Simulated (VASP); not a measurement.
# Sn (Fd-3m) in VASP: further runs

Aim: see how the results for Sn move with the level of theory and the settings. Levels: PBE, PBEsol. Tasks: equation of state.

Program: VASP 6.6.1. These are calculated values, not measurements. Logs are shortened: lines on timing, memory, paths and dates and some standing lists are left out, and cuts for length are marked.

## Step 1: The crystal as given

It takes space group Fd-3m (No. 227, cubic). The conventional cell has a = 6.467 Å, b = 6.467 Å, c = 6.467 Å, α = 90.00°, β = 90.00°, γ = 90.00°. Sn (site symmetry -43m) is surrounded by 4 Sn at 2.80 Å.

This isn't the form of Sn at room conditions, which is tetragonal (white tin).

## Step 2: Equation of state, PBE, 31.77 Å³/atom (volume scaled by 0.94)

INCAR

```
ALGO = Normal ; EDIFF = 1E-7
ENCUT = 520 ; GGA = PE
ISIF = 2 ; ISMEAR = -1
LASPH = True ; LCHARG = False
LREAL = False ; LWAVE = False
NBANDS = 21 ; NELM = 100
PREC = Accurate ; SIGMA = 0.05
```

KPOINTS

```
k-points
0
Gamma
  7 7 7
```

POSCAR

```
Sn
1.0
    0.0000000000      3.1673376916      3.1673376916
    3.1673376916      0.0000000000      3.1673376916
    3.1673376916      3.1673376916      0.0000000000
Sn
2
Direct
    0.7500000000      0.7500000000      0.7500000000
    0.5000000000      0.5000000000      0.5000000000
```

Potentials or basis: VASP PAW PBE potentials, release 64 (Sn_d).

Started as:

```console
> cat potpaw_PBE.64/Sn_d/POTCAR > POTCAR
> mpirun -np 1 vasp_std > vasp.out
```

OUTCAR:

```text
EDIFF = 1E-7
   ENCUT = 520
   GGA = PE
   ISIF = 2
   ISMEAR = -1
   LASPH = True
   LREAL = False
   NELM = 100
   PREC = Accurate

 ion  position               nearest neighbor table
   1  0.750  0.750  0.750-   2 2.74   2 2.74   2 2.74   2 2.74
   2  0.500  0.500  0.500-   1 2.74   1 2.74   1 2.74   1 2.74

  LATTYP: Found a face centered cubic cell.
 ALAT       =     6.3346753832

  Lattice vectors:

 A1 = (   0.0000000000,   3.1673376916,   3.1673376916)
 A2 = (   3.1673376916,   0.0000000000,   3.1673376916)
 A3 = (   3.1673376916,   3.1673376916,   0.0000000000)

Analysis of symmetry for initial positions (statically):
=====================================================================
 Subroutine PRICEL returns:
 Original cell was already a primitive cell.

 Routine SETGRP: Setting up the symmetry group for a
 face centered cubic supercell.

 Subroutine GETGRP returns: Found 48 space group operations
 (whereof 24 operations were pure point group operations)
 out of a pool of 48 trial point group operations.

The static configuration has the point symmetry T_d .
 The point group associated with its full space group is O_h .

Analysis of symmetry for dynamics (positions and initial velocities):
=====================================================================
 Subroutine PRICEL returns:
 Original cell was already a primitive cell.

 Routine SETGRP: Setting up the symmetry group for a
 face centered cubic supercell.

 Subroutine GETGRP returns: Found 48 space group operations
 (whereof 24 operations were pure point group operations)
 out of a pool of 48 trial point group operations.

The dynamic configuration has the point symmetry T_d .
 The point group associated with its full space group is O_h .

 Subroutine INISYM returns: Found 48 space group operations
 (whereof 24 operations are pure point group operations),
 and found     1 'primitive' translations

----------------------------------------------------------------------------------------

                                     Primitive cell

  volume of cell :      63.5496

  direct lattice vectors                    reciprocal lattice vectors
     0.000000000  3.167337692  3.167337692    -0.157861286  0.157861286  0.157861286
     3.167337692  0.000000000  3.167337692     0.157861286 -0.157861286  0.157861286
     3.167337692  3.167337692  0.000000000     0.157861286  0.157861286 -0.157861286

  length of vectors
     4.479291920  4.479291920  4.479291920     0.273423767  0.273423767  0.273423767

  position of ions in fractional coordinates (direct lattice)
     0.750000000  0.750000000  0.750000000
     0.500000000  0.500000000  0.500000000

  ion indices of the primitive-cell ions
   primitive index   ion index
                 1           1
                 2           2

----------------------------------------------------------------------------------------

 KPOINTS: k-points

Automatic generation of k-mesh.
 Grid dimensions read from file:
 generate k-points for:    7    7    7

 Generating k-lattice:

  Cartesian coordinates                     Fractional coordinates (reciprocal lattice)
    -0.022551612  0.022551612  0.022551612     0.142857143  0.000000000  0.000000000
     0.022551612 -0.022551612  0.022551612     0.000000000  0.142857143  0.000000000
     0.022551612  0.022551612 -0.022551612     0.000000000  0.000000000  0.142857143

  Length of vectors
     0.039060538  0.039060538  0.039060538

  Shift w.r.t. Gamma in fractional coordinates (k-lattice)
     0.000000000  0.000000000  0.000000000

 Subroutine IBZKPT returns following result:
 ===========================================

 Found     20 irreducible k-points:

 Following reciprocal coordinates:
            Coordinates               Weight
  0.000000  0.000000  0.000000      1.000000
  0.142857  0.000000  0.000000      8.000000
  0.285714  0.000000  0.000000      8.000000
  0.428571  0.000000  0.000000      8.000000
  0.142857  0.142857  0.000000      6.000000
  0.285714  0.142857  0.000000     24.000000
[... 12 lines left out ...]
 -0.428571  0.428571  0.142857     24.000000
 -0.285714  0.428571  0.142857     24.000000
   k-points           NKPTS =     20   k-points in BZ     NKDIM =     20   number of bands    NBANDS=     21
   number of dos      NEDOS =    301   number of ions     NIONS =      2
   total plane-waves  NPLWV =  46656
   dimension x,y,z NGX =    36 NGY =   36 NGZ =   36
   dimension x,y,z NGXF=    72 NGYF=   72 NGZF=   72
   ions per type =               2
   NGX,Y,Z   is equivalent  to a cutoff of  13.36, 13.36, 13.36 a.u.
   NGXF,Y,Z  is equivalent  to a cutoff of  26.72, 26.72, 26.72 a.u.
 SYSTEM =  unknown system
   PREC   = accura    normal or accurate (medium, high low for compatibility)
   ISTART =      0    job   : 0-new  1-cont  2-samecut
   ICHARG =      2    charge: 1-file 2-atom 10-const
   ISPIN  =      1    spin polarized calculation?
   LNONCOLLINEAR =      F non collinear calculations
   LSORBIT =      F    spin-orbit coupling
   LASPH  =      T    aspherical Exc in radial PAW
   ENCUT  =  520.0 eV  38.22 Ry    6.18 a.u.   8.33  8.33  8.33*2*pi/ulx,y,z
   NELM   =    100;   NELMIN=  2; NELMDL= -5     # of ELM steps
   EDIFF  = 0.1E-06   stopping-criterion for ELM
   LREAL  =      F    real-space projection
   EDIFFG = 0.1E-05   stopping-criterion for IOM
   NSW    =      0    number of steps for IOM
   IBRION =     -1    ionic relax: 0-MD 1-quasi-New 2-CG
   NFREE  =      0    steps in history (QN), initial steepest desc. (CG)
   ISIF   =      2    stress and relaxation
   ISYM   =      2    0-nonsym 1-usesym 2-fastsym
   POTIM  = 0.5000    time-step for ionic-motion
   TEBEG  =    0.0;   TEEND  =   0.0 temperature during run
   PSTRESS=    0.0 pullay stress
   NELECT =      28.0000    total number of electrons
   NUPDOWN=      -1.0000    fix difference up-down
   EMIN   =  10.00;   EMAX   =-10.00  energy-range for DOS
   EFERMI =   0.00;   METHOD = LEGACY
   ISMEAR =    -1;   SIGMA  =   0.05  broadening in eV -4-tet -1-fermi 0-gaus
   EFERMI_NEDOS =   21; number of points for ismear=-14 and -15
   IALGO  =     38    algorithm
   IMIX   =      4    mixing-type and parameters
     AMIX     =   0.40;   BMIX     =  1.00
     AMIX_MAG =   1.60;   BMIX_MAG =  1.00
  volume/ion in A,a.u.               =      31.77       214.43
  Fermi-wavevector in a.u.,A,eV,Ry     =   1.245728  2.354084 21.114033  1.551838
  Thomas-Fermi vector in A             =   2.379937
   LORBIT       =      0    0 simple, 1 ext, 2 COOP (PROOUT), +10 PAW based schemes
   GGA     = PE    functional components
   LHFCALC =     F    Hartree Fock is set to
   AEXX    =    0.0000 exact exchange contribution
   IVDW    =     0    specifies the selected vdW correction
   LEPSILON=     F    determine dielectric tensor
   LRPA    =     F    only Hartree local field effects (RPA)
 non-spin polarized calculation
  energy-cutoff  :      520.00
  volume of cell :       63.55
 maximum number of plane-waves:      1729
 NGX is ok and might be reduce to    36
   NGX = 17   NGY = 17   NGZ = 17

 number of electron      28.0000001 magnetization

 Free energy of the ion-electron system (eV)
  ---------------------------------------------------
  ext. energy  EPLUGINS =         0.00000000
  ---------------------------------------------------
  free energy    TOTEN  =        -7.46905599 eV

  energy without entropy =       -7.46762889  energy(sigma->0) =       -7.46834244

 E-fermi :   6.5155     XC(G=0):  -9.1952

 val. band max:        6.3275492589   @ k =   0.0000   0.0000   0.0000
 cond. band min:       6.5346840548   @ k =   0.0000   0.0000   0.0000
 fundamental gap:      0.2071347959
 Fermi energy:         6.5155025107

 k-point     1 :       0.0000    0.0000    0.0000
  band No.  band energies     occupation
      1     -15.3995      2.00000
      2     -15.3995      2.00000
      3     -15.3995      2.00000
      4     -15.3294      2.00000
      5     -15.3294      2.00000
      6     -14.9557      2.00000
[... 13 lines left out ...]
     20      14.5839      0.00000
     21      14.5839      0.00000

 k-point     2 :       0.1429    0.0000    0.0000
  band No.  band energies     occupation
      1     -15.4158      2.00000
      2     -15.4158      2.00000
      3     -15.3940      2.00000
      4     -15.3061      2.00000
      5     -15.3061      2.00000
      6     -14.9831      2.00000
[... 13 lines left out ...]
     20      13.5027      0.00000
     21      13.5027      0.00000

 k-point     3 :       0.2857    0.0000    0.0000
  band No.  band energies     occupation
      1     -15.4344      2.00000
      2     -15.4344      2.00000
      3     -15.3811      2.00000
      4     -15.2736      2.00000
      5     -15.2736      2.00000
      6     -15.0099      2.00000
[... 13 lines left out ...]
     20      13.5451      0.00000
     21      13.5451      0.00000

 k-point     4 :       0.4286    0.0000    0.0000
  band No.  band energies     occupation
      1     -15.4422      2.00000
      2     -15.4422      2.00000
      3     -15.3704      2.00000
      4     -15.2576      2.00000
      5     -15.2576      2.00000
      6     -15.0209      2.00000
[... 13 lines left out ...]
     20      14.8995      0.00000
     21      14.8995      0.00000

 k-point     5 :       0.1429    0.1429    0.0000
  band No.  band energies     occupation
      1     -15.4126      2.00000
      2     -15.4126      2.00000
      3     -15.4113      2.00000
      4     -15.3095      2.00000
      5     -15.2804      2.00000
      6     -15.0306      2.00000
[... 13 lines left out ...]
     20      12.8170      0.00000
     21      14.8139      0.00000

 k-point     6 :       0.2857    0.1429    0.0000
  band No.  band energies     occupation
      1     -15.4420      2.00000
      2     -15.4291      2.00000
      3     -15.3881      2.00000
      4     -15.2805      2.00000
      5     -15.2409      2.00000
      6     -15.0719      2.00000
[... 13 lines left out ...]
     20      13.9460      0.00000
     21      14.5706      0.00000

 k-point     7 :       0.4286    0.1429    0.0000
  band No.  band energies     occupation
      1     -15.4626      2.00000
      2     -15.4431      2.00000
      3     -15.3551      2.00000
      4     -15.2506      2.00000
      5     -15.2245      2.00000
      6     -15.0809      2.00000
[... 13 lines left out ...]
     20      15.2103      0.00000
     21      15.5281      0.00000
[... 195 lines left out ...]
      1     -15.4761      2.00000
      2     -15.4612      2.00000
      3     -15.3015      2.00000
      4     -15.2611      2.00000
      5     -15.1375      2.00000
      6     -15.1265      2.00000
[... 13 lines left out ...]
     20      15.6890      0.00000
     21      17.2955      0.00000

 k-point    17 :       0.4286    0.2857    0.1429
  band No.  band energies     occupation
      1     -15.4563      2.00000
      2     -15.4548      2.00000
      3     -15.3536      2.00000
      4     -15.2523      2.00000
      5     -15.1986      2.00000
      6     -15.1152      2.00000
[... 13 lines left out ...]
     20      15.0048      0.00000
     21      15.7442      0.00000

 k-point    18 :      -0.4286    0.2857    0.1429
  band No.  band energies     occupation
      1     -15.4796      2.00000
      2     -15.4621      2.00000
      3     -15.3106      2.00000
      4     -15.2203      2.00000
      5     -15.1810      2.00000
      6     -15.1255      2.00000
[... 13 lines left out ...]
     20      15.1336      0.00000
     21      15.7141      0.00000

 k-point    19 :      -0.4286    0.4286    0.1429
  band No.  band energies     occupation
      1     -15.4742      2.00000
      2     -15.4715      2.00000
      3     -15.3020      2.00000
      4     -15.2174      2.00000
      5     -15.1779      2.00000
      6     -15.1087      2.00000
[... 13 lines left out ...]
     20      15.8416      0.00000
     21      17.1240      0.00000

 k-point    20 :      -0.2857    0.4286    0.1429
  band No.  band energies     occupation
      1     -15.4881      2.00000
      2     -15.4726      2.00000
      3     -15.2728      2.00000
      4     -15.1901      2.00000
      5     -15.1655      2.00000
      6     -15.1255      2.00000
[... 13 lines left out ...]
     20      15.4503      0.00000
     21      17.4044      0.00000

------------------------ aborting loop because EDIFF is reached ----------------------------------------

  FORCE on cell =-STRESS in cart. coord.  units (eV):
  Direction    XX          YY          ZZ          XY          YZ          ZX
  --------------------------------------------------------------------------------------
  -------------------------------------------------------------------------------------
  Total        2.9975298      2.9975298      2.9975298      0.0000000      0.0000000      0.0000000
  in kB       75.5720127     75.5720127     75.5720127      0.0000000      0.0000000      0.0000000
  external PRESSURE =      75.5720127 kB  Pullay stress =       0.0000000 kB

 VOLUME and BASIS-vectors are now :
 -----------------------------------------------------------------------------
  energy-cutoff  :      520.00
  volume of cell :       63.55
      direct lattice vectors                 reciprocal lattice vectors
     0.000000000  3.167337692  3.167337692    -0.157861286  0.157861286  0.157861286
     3.167337692  0.000000000  3.167337692     0.157861286 -0.157861286  0.157861286
     3.167337692  3.167337692  0.000000000     0.157861286  0.157861286 -0.157861286

 POSITION                                       TOTAL-FORCE (eV/Angst)
 -----------------------------------------------------------------------------------
      4.75101      4.75101      4.75101         0.000000     -0.000000     -0.000000
      3.16734      3.16734      3.16734        -0.000000      0.000000      0.000000
 -----------------------------------------------------------------------------------
    total drift:                                0.000000      0.000000      0.000000

  FREE ENERGIE OF THE ION-ELECTRON SYSTEM (eV)
  ---------------------------------------------------
  free  energy   TOTEN  =        -7.4690559939 eV

  energy  without entropy=       -7.4676288924  energy(sigma->0) =       -7.46834244
```

It took 16 s on 1 thread of Intel Xeon Platinum 8559C (Emerald Rapids), shared host; peak memory 0.19 GiB.

What came out:

* Free energy: -7.4691 eV
* Pressure: 7.6 GPa
* Band gap on the k mesh: none (metal or under the smearing width)

(Part 1 of 2 ends here.)
